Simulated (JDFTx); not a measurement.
The system is CdO (Monteponite).

```
Cd O
1.0
     0.00000    2.34950    2.34950
     2.34950    0.00000    2.34950
     2.34950    2.34950    0.00000
Cd O
1 1
Direct
  0.00000 0.00000 0.00000
  0.50000 0.50000 0.50000
```

Base run:

```yaml
Program: JDFTx 1.7.0 (patched build)
Functional: PBEsol
Potentials_or_basis: PseudoDojo-SR-PBEsol-0.4.1-standard with smoothed tails
Cutoff: 1388 eV
Density_cutoff: 11102 eV
k_mesh: 10 × 10 × 10
Occupations: fermi-dirac, width 0.05 eV
Spin: no spin polarisation
```

Its results: band gap on the k mesh none (metal or under the smearing width); pressure -0.8 GPa.

Question: The run is repeated on the same cell with these changes: functional from PBEsol to LDA; potentials or basis from PseudoDojo-SR-PBEsol-0.4.1-standard with smoothed tails to PseudoDojo-SR-LDA-0.4.1-standard with smoothed tails. What comes out?

Answer: Band gap on the k mesh none (metal or under the smearing width); pressure -6.0 GPa.

Caveats: this crystal is a semiconductor, whose small gap the functional closes, so the metal is an error of the method.
